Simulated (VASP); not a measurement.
Wanted: the native input for a VASP 6.6.1 run.

| Quantity | Value |
| --- | --- |
| Task | relaxation of cell and atoms |
| Functional | PBE |
| Potentials or basis | VASP PAW PBE potentials, release 64 (Ti_sv, Al) |
| Cutoff | 600 eV |
| k mesh | 18 × 18 × 10 |
| Occupations | gaussian, width 0.1 eV |
| Spin | no spin polarisation |
| Further INCAR settings | ALGO = Normal; EDIFF = 1e-07; IBRION = 2; EDIFFG = -0.005; NSW = 90; ISIF = 3 |

The structure of TiAl lies in POSCAR:

```
TiAl
1.0
    2.8672622300      0.0000000000      0.0000000000
   -1.4336311200      2.4831219300      0.0000000000
    0.0000000000      0.0000000000      4.6780830000
Ti Al
1 1
Direct
    0.0000000000      0.0000000000      0.0000000000
    0.3333333300      0.6666666700      0.5000000000
```

The cell comes from a database or a generator and needn't be the stable form of this composition.

One way to write it, as run:

INCAR

```
PREC = Accurate
ENCUT = 600
EDIFF = 1E-7
ISMEAR = 0
SIGMA = 0.1
LREAL = F
LASPH = T
NELM = 80
ALGO = Normal
ISIF = 3
LWAVE = F
LCHARG = F
GGA = PE
IBRION = 2
NSW = 90
EDIFFG = -0.005
```

KPOINTS

```
regular mesh
0
Gamma
  18 18 10
```

Potentials or basis: VASP PAW PBE potentials, release 64 (Ti_sv, Al).

Launch:

```sh
$ cat potpaw_PBE.64/Ti_sv/POTCAR potpaw_PBE.64/Al/POTCAR > POTCAR
$ mpirun -np 1 vasp_std > vasp.out
```

Results of the run:

```json
{
  "Relaxed volume": "16.69 Å³/atom",
  "Relaxed cell": "a = 2.880 Å, b = 2.880 Å, c = 4.648 Å, α = 90.00°, β = 90.00°, γ = 120.00°",
  "Space group after relaxing (to 0.05 Å)": "P-6m2 (No. 187)",
  "Energy gained by relaxing": "0.5 meV/atom",
  "Ionic steps": "6",
  "Pressure after relaxing": "0.0 GPa",
  "Band gap on the k mesh": "none (metal or under the smearing width)"
}
```

Run time: 100 s on 1 thread of Intel(R) Xeon(R) 6975P-C (Granite Rapids), with other jobs on the host, peak memory 0.25 GiB.
